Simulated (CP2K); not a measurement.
Crystal: InSe.

```xyz
4
Lattice="8.7503 0.0000 0.0000 7.8360 3.8941 0.0000 7.8360 1.8397 3.4321" Properties=species:S:1:pos:R:3 pbc="T T T"
In   21.7016    5.0951    3.0498
In    0.0000    0.0000    0.0000
Se    4.1982    0.9856    0.5900
Se    9.3659    2.1989    1.3162
```

Base run:

| Item | Value |
| --- | --- |
| Program | CP2K 2026.2 |
| Functional | PBEsol |
| Potentials or basis | POTENTIAL_UZH In GTH-PBE-q13, Se GTH-PBE-q6; TZVP-MOLOPT-PBE-GTH basis |
| Density cutoff | 6123 eV |
| k mesh | 8 × 8 × 8 |
| Occupations | fermi-dirac, width 0.05 eV |
| Spin | no spin polarisation |

Its results: band gap on the k mesh 0.29 eV, direct; pressure 1.1 GPa; largest force 0.466 eV/Å.

Question: The run is repeated on the same cell with these changes: functional from PBEsol to PBE. What comes out?

Answer: Band gap on the k mesh 0.42 eV, direct; pressure 3.3 GPa; largest force 0.449 eV/Å.

PBE binds less tightly than PBEsol, so the same cell stands under more pressure.

Caveats: spin-orbit coupling is left out, which moves the levels of the heavy elements; the basis of atomic orbitals isn't converged, which shifts pressures, moduli and gaps; the potentials were made for another functional, which shifts forces and pressure (some runs).
